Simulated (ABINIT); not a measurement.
Si:

```
Si
1.0
     0.00000    2.72185    2.72185
     2.72185    0.00000    2.72185
     2.72185    2.72185    0.00000
Si
2
Cartesian
  2.7219 2.7219 2.7219
  4.0828 4.0828 4.0828
```

Base run:

- Program: ABINIT 10.8.3 (patched build)
- Functional: r2SCAN
- Potentials or basis: JTH PAW PBE v2.0
- Cutoff: 490 eV
- k mesh: 10 × 10 × 10
- Occupations: fermi-dirac, width 0.05 eV
- Spin: no spin polarisation

Its results: band gap on the k mesh 0.79 eV, indirect (least direct gap 2.75 eV); pressure -0.2 GPa.

The run is repeated on the same cell with these changes: k mesh from 10 × 10 × 10 to 3 × 3 × 3. What comes out?

Band gap on the k mesh 0.90 eV, indirect (least direct gap 2.73 eV); pressure 1.6 GPa.

Caveats: some runs use coarse meshes; the PAW data sets were made with another functional, which shifts forces and pressure a little; an odd mesh through Γ misses points on the zone boundary, where band edges often lie (some runs).
